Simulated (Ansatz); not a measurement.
# BaTe (rocksalt): zero-pressure volume and bulk modulus with PBE + D3(BJ)

One table from this session's results is given with a row withheld; the runs are named, their logs left out.

Program: Ansatz 0.2.0. Level of theory: DFT PBE + D3(BJ), scalar-relativistic, plane waves, PAW. These are calculated values, not measurements.

## The system as given

Symmetry: Fm-3m, No. 225, cubic system. The conventional cell has a = 6.820 Å, b = 6.820 Å, c = 6.820 Å, α = 90.00°, β = 90.00°, γ = 90.00°. Around Ba (site symmetry m-3m) lie 6 Te at 3.41 Å. Te (site symmetry m-3m) has 6 Ba at 3.41 Å in its first shell of neighbours.

As a file:

```
Ba Te
1.0
     0.00000    3.41000    3.41000
     3.41000    0.00000    3.41000
     3.41000    3.41000    0.00000
Ba Te
1 1
Direct
  0.50000 0.50000 0.50000
  0.00000 0.00000 0.00000
```

At PBE, an earlier run found 3.81 GPa for this cell of 39.652 Å³/atom (6×6×6 mesh), mesh gap 1.43 eV. The cell is compressed at this level.

Set-up of the first run:

input.yaml

```yaml
crystal:
  lattice:
    - [0.0, 3.409999398, 3.409999398]
    - [3.409999398, 0.0, 3.409999398]
    - [3.409999398, 3.409999398, 0.0]
  atoms:
    - { symbol: Ba, position: [0.5, 0.5, 0.5] }
    - { symbol: Te, position: [0.0, 0.0, 0.0] }
basis:
  ecutwfc: 420
  ecutrho_ratio: 4
kpoints:
  mp_grid: { grid: [6, 6, 6] }
hamiltonian:
  xc: pbe
  dispersion: d3bj
scf:
  occupations: { method: gaussian, width: 0.05 }
output:
  forces: true
  stress: true
  eigenvalues: true
```

Command:

```console
$ ansatz run input.yaml --threads 4 --pin off --max-ram 8192MiB --backend cpu --events-out ev --progress --plain --runs-dir out
```

Steps of the session up to this table: At the given cell; Stepping to 40.271 Å³/atom; Stepping to 42.322 Å³/atom; Volume × 0.98 of the new zero; Volume × 1.02 of the new zero; Volume × 0.96 of the new zero; Volume × 1.04 of the new zero.

One of the session's tables, all rows but one given; the rest of the session is left out.

It belongs to the step «Energy and pressure against volume». 

```
volume (Å³/atom)  energy (meV/atom)  pressure (GPa)
          40.629               6.97            1.38
          41.475               1.64            0.65
          42.322               0.00           -0.02
          43.168                  ?               ?
          44.015               6.33           -1.14
```

**Question.** Estimate the row for volume (Å³/atom) = 43.168.

Worked estimate for «energy (meV/atom)». A straight line through the neighbours (42.322, 0.00) and (44.015, 6.33) gives 0.00 + (6.33 − 0.00) × (43.168 − 42.322) / (44.015 − 42.322) = 3.16; a parabola fitted to 3 rows on both sides gives 1.56.

The run gave: energy (meV/atom): 1.68; pressure (GPa): -0.61. In «energy (meV/atom)» the line misses by +1.48 and the parabola by -0.12.
